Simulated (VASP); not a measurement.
# SiC (F-43m) in VASP: a series of runs

The runs below take SiC through relaxation of cell and atoms, with PBE.

All numbers are computed with VASP 6.6.1; they aren't measurements. Logs are shortened: lines on timing, memory, paths and dates and some standing lists are left out, and cuts for length are marked.

### Step 1. The structure

Symmetry: F-43m, No. 216, cubic system. The conventional cell has a = 4.358 Å, b = 4.358 Å, c = 4.358 Å, α = 90.00°, β = 90.00°, γ = 90.00°. Si (site symmetry -43m) has 4 C at 1.89 Å as nearest neighbours. Around C (site symmetry -43m) lie 4 Si at 1.89 Å.

### Step 2. Relaxation of cell and atoms, PBE

INCAR

```
PREC = Accurate
ENCUT = 700
EDIFF = 1E-7
ISMEAR = 0
SIGMA = 0.02
LREAL = False
LASPH = True
NELM = 100
ALGO = Normal
ISIF = 3
LWAVE = False
LCHARG = False
GGA = PE
IBRION = 2
NSW = 80
EDIFFG = -0.002
```

KPOINTS

```
Automatic mesh
0
Gamma
  12 12 12
```

POSCAR

```
SiC
1.0
    0.0000000000      2.1790000000      2.1790000000
    2.1790000000      0.0000000000      2.1790000000
    2.1790000000      2.1790000000      0.0000000000
Si C
1 1
Direct
    0.0000000000      0.0000000000      0.0000000000
    0.2500000000      0.2500000000      0.2500000000
```

Potentials or basis: VASP PAW PBE potentials, release 64 (Si, C).

The run is started by

```
cat potpaw_PBE.64/Si/POTCAR potpaw_PBE.64/C/POTCAR > POTCAR
mpirun -np 1 vasp_std > vasp.out
```

OUTCAR:

```text
PREC = Accurate
   ENCUT = 700
   EDIFF = 1E-7
   ISMEAR = 0
   LREAL = False
   LASPH = True
   NELM = 100
   ISIF = 3
   GGA = PE
   IBRION = 2
   NSW = 80
   EDIFFG = -0.002

 ion  position               nearest neighbor table
   1  0.000  0.000  0.000-   2 1.89   2 1.89   2 1.89   2 1.89
   2  0.250  0.250  0.250-   1 1.89   1 1.89   1 1.89   1 1.89

  LATTYP: Found a face centered cubic cell.
 ALAT       =     4.3580000000

  Lattice vectors:

 A1 = (   0.0000000000,   2.1790000000,   2.1790000000)
 A2 = (   2.1790000000,   0.0000000000,   2.1790000000)
 A3 = (   2.1790000000,   2.1790000000,   0.0000000000)

Analysis of symmetry for initial positions (statically):
=====================================================================
 Subroutine PRICEL returns:
 Original cell was already a primitive cell.

 Routine SETGRP: Setting up the symmetry group for a
 face centered cubic supercell.

 Subroutine GETGRP returns: Found 24 space group operations
 (whereof 24 operations were pure point group operations)
 out of a pool of 48 trial point group operations.

The static configuration has the point symmetry T_d .

Analysis of symmetry for dynamics (positions and initial velocities):
=====================================================================
 Subroutine PRICEL returns:
 Original cell was already a primitive cell.

 Routine SETGRP: Setting up the symmetry group for a
 face centered cubic supercell.

 Subroutine GETGRP returns: Found 24 space group operations
 (whereof 24 operations were pure point group operations)
 out of a pool of 48 trial point group operations.

The dynamic configuration has the point symmetry T_d .

 Subroutine INISYM returns: Found 24 space group operations
 (whereof 24 operations are pure point group operations),
 and found     1 'primitive' translations

----------------------------------------------------------------------------------------

                                     Primitive cell

  volume of cell :      20.6920

  direct lattice vectors                    reciprocal lattice vectors
     0.000000000  2.179000000  2.179000000    -0.229463056  0.229463056  0.229463056
     2.179000000  0.000000000  2.179000000     0.229463056 -0.229463056  0.229463056
     2.179000000  2.179000000  0.000000000     0.229463056  0.229463056 -0.229463056

  length of vectors
     3.081571352  3.081571352  3.081571352     0.397441672  0.397441672  0.397441672

  position of ions in fractional coordinates (direct lattice)
     0.000000000  0.000000000  0.000000000
     0.250000000  0.250000000  0.250000000

  ion indices of the primitive-cell ions
   primitive index   ion index
                 1           1
                 2           2

----------------------------------------------------------------------------------------

 KPOINTS: Automatic mesh

Automatic generation of k-mesh.
 Grid dimensions read from file:
 generate k-points for:   12   12   12

 Generating k-lattice:

  Cartesian coordinates                     Fractional coordinates (reciprocal lattice)
    -0.019121921  0.019121921  0.019121921     0.083333333  0.000000000  0.000000000
     0.019121921 -0.019121921  0.019121921     0.000000000  0.083333333  0.000000000
     0.019121921  0.019121921 -0.019121921     0.000000000  0.000000000  0.083333333

  Length of vectors
     0.033120139  0.033120139  0.033120139

  Shift w.r.t. Gamma in fractional coordinates (k-lattice)
     0.000000000  0.000000000  0.000000000

 Subroutine IBZKPT returns following result:
 ===========================================

 Found     72 irreducible k-points:

 Following reciprocal coordinates:
            Coordinates               Weight
  0.000000  0.000000  0.000000      1.000000
  0.083333  0.000000  0.000000      8.000000
  0.166667  0.000000  0.000000      8.000000
  0.250000  0.000000  0.000000      8.000000
  0.333333  0.000000  0.000000      8.000000
  0.416667  0.000000  0.000000      8.000000
[... 16 lines left out ...]
  0.500000  0.166667  0.000000     24.000000
 -0.416667  0.166667  0.000000     24.000000
 [... further k-points ...]
   k-points           NKPTS =     72   k-points in BZ     NKDIM =     72   number of bands    NBANDS=      8
   number of dos      NEDOS =    301   number of ions     NIONS =      2
   total plane-waves  NPLWV =  21952
   dimension x,y,z NGX =    28 NGY =   28 NGZ =   28
   dimension x,y,z NGXF=    56 NGYF=   56 NGZF=   56
   ions per type =               1   1
   NGX,Y,Z   is equivalent  to a cutoff of  15.11, 15.11, 15.11 a.u.
   NGXF,Y,Z  is equivalent  to a cutoff of  30.21, 30.21, 30.21 a.u.
 SYSTEM =  unknown system
   PREC   = accura    normal or accurate (medium, high low for compatibility)
   ISTART =      0    job   : 0-new  1-cont  2-samecut
   ICHARG =      2    charge: 1-file 2-atom 10-const
   ISPIN  =      1    spin polarized calculation?
   LNONCOLLINEAR =      F non collinear calculations
   LSORBIT =      F    spin-orbit coupling
   LASPH  =      T    aspherical Exc in radial PAW
   ENCUT  =  700.0 eV  51.45 Ry    7.17 a.u.   6.65  6.65  6.65*2*pi/ulx,y,z
   NELM   =    100;   NELMIN=  2; NELMDL= -5     # of ELM steps
   EDIFF  = 0.1E-06   stopping-criterion for ELM
   LREAL  =      F    real-space projection
   EDIFFG = -.2E-02   stopping-criterion for IOM
   NSW    =     80    number of steps for IOM
   IBRION =      2    ionic relax: 0-MD 1-quasi-New 2-CG
   NFREE  =      1    steps in history (QN), initial steepest desc. (CG)
   ISIF   =      3    stress and relaxation
   ISYM   =      2    0-nonsym 1-usesym 2-fastsym
   POTIM  = 0.5000    time-step for ionic-motion
   TEBEG  =    0.0;   TEEND  =   0.0 temperature during run
   PSTRESS=    0.0 pullay stress
   NELECT =       8.0000    total number of electrons
   NUPDOWN=      -1.0000    fix difference up-down
   EMIN   =  10.00;   EMAX   =-10.00  energy-range for DOS
   EFERMI =   0.00;   METHOD = LEGACY
   ISMEAR =     0;   SIGMA  =   0.02  broadening in eV -4-tet -1-fermi 0-gaus
   EFERMI_NEDOS =   21; number of points for ismear=-14 and -15
   IALGO  =     38    algorithm
   IMIX   =      4    mixing-type and parameters
     AMIX     =   0.40;   BMIX     =  1.00
     AMIX_MAG =   1.60;   BMIX_MAG =  1.00
  volume/ion in A,a.u.               =      10.35        69.82
  Fermi-wavevector in a.u.,A,eV,Ry     =   1.192626  2.253736 19.352338  1.422357
  Thomas-Fermi vector in A             =   2.328660
   LORBIT       =      0    0 simple, 1 ext, 2 COOP (PROOUT), +10 PAW based schemes
   GGA     = PE    functional components
   LHFCALC =     F    Hartree Fock is set to
   AEXX    =    0.0000 exact exchange contribution
   IVDW    =     0    specifies the selected vdW correction
   LEPSILON=     F    determine dielectric tensor
   LRPA    =     F    only Hartree local field effects (RPA)
 conjugate gradient relaxation of ions
 non-spin polarized calculation
 Gauss-broadening in eV      SIGMA  =   0.02
  energy-cutoff  :      700.00
  volume of cell :       20.69
 maximum number of plane-waves:       893
   NGX = 13   NGY = 13   NGZ = 13

--------------------------------------- Ionic step        1  -------------------------------------------

 number of electron       8.0000000 magnetization

 Free energy of the ion-electron system (eV)
  ---------------------------------------------------
  ext. energy  EPLUGINS =         0.00000000
  ---------------------------------------------------
  free energy    TOTEN  =       -15.06226953 eV

  energy without entropy =      -15.06226953  energy(sigma->0) =      -15.06226953

------------------------ aborting loop because EDIFF is reached ----------------------------------------

  FORCE on cell =-STRESS in cart. coord.  units (eV):
  Direction    XX          YY          ZZ          XY          YZ          ZX
  --------------------------------------------------------------------------------------
  -------------------------------------------------------------------------------------
  Total        0.3902292      0.3902292      0.3902292      0.0000000      0.0000000     -0.0000000
  in kB       30.2154181     30.2154181     30.2154181      0.0000000      0.0000000     -0.0000000
  external PRESSURE =      30.2154181 kB  Pullay stress =       0.0000000 kB

 VOLUME and BASIS-vectors are now :
 -----------------------------------------------------------------------------
  energy-cutoff  :      700.00
  volume of cell :       20.69
      direct lattice vectors                 reciprocal lattice vectors
     0.000000000  2.179000000  2.179000000    -0.229463056  0.229463056  0.229463056
     2.179000000  0.000000000  2.179000000     0.229463056 -0.229463056  0.229463056
     2.179000000  2.179000000  0.000000000     0.229463056  0.229463056 -0.229463056
[... 37 lines left out ...]
 POSITION                                       TOTAL-FORCE (eV/Angst)
 -----------------------------------------------------------------------------------
      0.00000      2.19951      2.19951         0.000000      0.000000      0.000000
      1.09976      1.09976      1.09976        -0.000000     -0.000000     -0.000000
 -----------------------------------------------------------------------------------
    total drift:                               -0.000000     -0.000000     -0.000000

  FREE ENERGIE OF THE ION-ELECTRON SYSTEM (eV)
  ---------------------------------------------------
  free  energy   TOTEN  =       -15.0621016572 eV

  energy  without entropy=      -15.0621016572  energy(sigma->0) =      -15.06210166

--------------------------------------- Ionic step        3  -------------------------------------------

 number of electron       8.0000000 magnetization

 Free energy of the ion-electron system (eV)
  ---------------------------------------------------
  ext. energy  EPLUGINS =         0.00000000
  ---------------------------------------------------
  free energy    TOTEN  =       -15.06493871 eV

  energy without entropy =      -15.06493871  energy(sigma->0) =      -15.06493871

 E-fermi :   8.0300     XC(G=0): -11.2959

 val. band max:        7.9508827767   @ k =   0.0000   0.0000   0.0000
 cond. band min:       9.3220987544   @ k =   0.5000   0.5000   0.0000
 fundamental gap:      1.3712159777
 Fermi energy:         8.0300223716

 k-point     1 :       0.0000    0.0000    0.0000
  band No.  band energies     occupation
      1      -7.3433      2.00000
      2       7.9509      2.00000
      3       7.9509      2.00000
      4       7.9509      2.00000
      5      14.0233      0.00000
      6      15.1648      0.00000
      7      15.1648      0.00000
      8      15.1648      0.00000

 k-point     2 :       0.0833    0.0000    0.0000
  band No.  band energies     occupation
      1      -7.2089      2.00000
      2       7.2251      2.00000
      3       7.8563      2.00000
      4       7.8563      2.00000
      5      14.2768      0.00000
      6      15.3058      0.00000
      7      15.3391      0.00000
      8      15.3391      0.00000
[... 221 lines left out ...]
 k-point    23 :       0.5000    0.1667    0.0000
  band No.  band energies     occupation
      1      -3.6843      2.00000
      2       0.2441      2.00000
      3       5.1924      2.00000
      4       6.2126      2.00000
      5      12.7505      0.00000
      6      15.6705      0.00000
      7      16.7360      0.00000
      8      18.4690      0.00000

 k-point    24 :      -0.4167    0.1667    0.0000
  band No.  band energies     occupation
      1      -3.5083      2.00000
      2       0.0099      2.00000
      3       4.8833      2.00000
      4       6.4488      2.00000
      5      13.0525      0.00000
      6      15.5769      0.00000
      7      16.4230      0.00000
      8      18.9993      0.00000

 [... further k-points ...]
[... 5 lines left out ...]
  --------------------------------------------------------------------------------------
  -------------------------------------------------------------------------------------
  Total        0.0003853      0.0003853      0.0003853      0.0000000      0.0000000      0.0000000
  in kB        0.0294244      0.0294244      0.0294244      0.0000000      0.0000000      0.0000000
  external PRESSURE =       0.0294244 kB  Pullay stress =       0.0000000 kB

 VOLUME and BASIS-vectors are now :
 -----------------------------------------------------------------------------
  energy-cutoff  :      700.00
  volume of cell :       20.98
      direct lattice vectors                 reciprocal lattice vectors
     0.000000000  2.189041849  2.189041849    -0.228410435  0.228410435  0.228410435
     2.189041849  0.000000000  2.189041849     0.228410435 -0.228410435  0.228410435
     2.189041849  2.189041849 -0.000000000     0.228410435  0.228410435 -0.228410435

 POSITION                                       TOTAL-FORCE (eV/Angst)
 -----------------------------------------------------------------------------------
      0.00000      0.00000      0.00000         0.000000     -0.000000      0.000000
      1.09452      1.09452      1.09452        -0.000000      0.000000     -0.000000
 -----------------------------------------------------------------------------------
    total drift:                               -0.000000     -0.000000     -0.000000

  FREE ENERGIE OF THE ION-ELECTRON SYSTEM (eV)
  ---------------------------------------------------
  free  energy   TOTEN  =       -15.0649387068 eV

  energy  without entropy=      -15.0649387068  energy(sigma->0) =      -15.06493871

 reached required accuracy - stopping structural energy minimisation
```

Run time: 54 s. Hardware: 1 thread of Intel Xeon Platinum 8259CL at 2.50GHz (Skylake/Cascade Lake), shared host; peak memory 0.16 GiB.

Results:

```
Free energy                            : -15.0649 eV
Relaxed volume                         : 10.49 Å³/atom
Relaxed cell                           : a = 3.096 Å, b = 3.096 Å, c = 3.096 Å, α = 60.00°, β = 60.00°, γ = 60.00°
Space group after relaxing (to 0.05 Å) : F-43m (No. 216)
Energy gained by relaxing              : 1.3 meV/atom
Ionic steps                            : 3
Pressure after relaxing                : 0.0 GPa
Band gap on the k mesh                 : 1.37 eV, indirect (least direct gap 4.53 eV)
```

The path:
```
step  energy change (eV)  largest force (eV/Å)  pressure (GPa)  volume (Å³)
   1              0.0000                0.0000            3.02        20.69
   2              0.0002                0.0000           -2.96        21.28
   3             -0.0027                0.0000            0.00        20.98
```

Final structure:
```xyz
2
Lattice="0.0000 2.1890 2.1890 2.1890 0.0000 2.1890 2.1890 2.1890 0.0000" Properties=species:S:1:pos:R:3 pbc="T T T"
Si    0.0000    0.0000    0.0000
C     1.0945    1.0945    1.0945
```

### Step 3. Relaxation of cell and atoms, PBE

This run uses another cell than the first one, of 10.49 Å³/atom, 1.014 times its volume.

INCAR is that of step 2.

KPOINTS is that of step 2.

POSCAR

```
SiC                                     
1.0
    0.0000000000      2.1890418492      2.1890418492
    2.1890418492      0.0000000000      2.1890418492
    2.1890418492      2.1890418492     -0.0000000000
  Si              C             
     1     1
Direct
     0.0000000000000000    0.0000000000000000    0.0000000000000000
     0.2500000000000000    0.2500000000000000    0.2500000000000000
```

Potentials or basis: VASP PAW PBE potentials, release 64 (Si, C).

The run is started by

```
cat potpaw_PBE.64/Si/POTCAR potpaw_PBE.64/C/POTCAR > POTCAR
mpirun -np 1 vasp_std > vasp.out
```

It took 23 s on 1 thread of Intel Xeon Platinum 8259CL at 2.50GHz (Skylake/Cascade Lake), shared host; peak memory 0.16 GiB.

Results (log left out):

* Free energy: -15.0653 eV
* Pressure after relaxing: 0.0 GPa
* Band gap on the k mesh: 1.37 eV, indirect (least direct gap 4.53 eV)

Final structure:
```cif
data_structure
_symmetry_space_group_name_H-M 'P 1'
_symmetry_Int_Tables_number 1
_cell_length_a 3.0958
_cell_length_b 3.0958
_cell_length_c 3.0958
_cell_angle_alpha 60.000
_cell_angle_beta 60.000
_cell_angle_gamma 60.000
_cell_volume 20.98
loop_
_atom_site_label
_atom_site_type_symbol
_atom_site_fract_x
_atom_site_fract_y
_atom_site_fract_z
_atom_site_occupancy
Si1 Si 0.00000 0.00000 0.00000 1
C1 C 0.25000 0.25000 0.25000 1
```

Levels at points of the mesh, in eV from the valence-band top:
| k point | band 1 | band 2 | band 3 | band 4 | band 5 | band 6 | band 7 | band 8 |
| --- | --- | --- | --- | --- | --- | --- | --- | --- |
| (0.00, 0.00, 0.00) | -15.29 | 0.00 | 0.00 | 0.00 | 6.07 | 7.21 | 7.21 | 7.21 |
| (0.50, 0.00, 0.00) | -11.78 | -8.46 | -1.05 | -1.05 | 5.31 | 7.17 | 7.17 | 9.98 |
| (0.50, 0.50, 0.00) | -10.34 | -7.75 | -3.16 | -3.16 | 1.37 | 4.28 | 13.87 | 13.87 |

Caveat: the relaxation stopped at its first step, so nothing moved. A k mesh can miss the band edges.
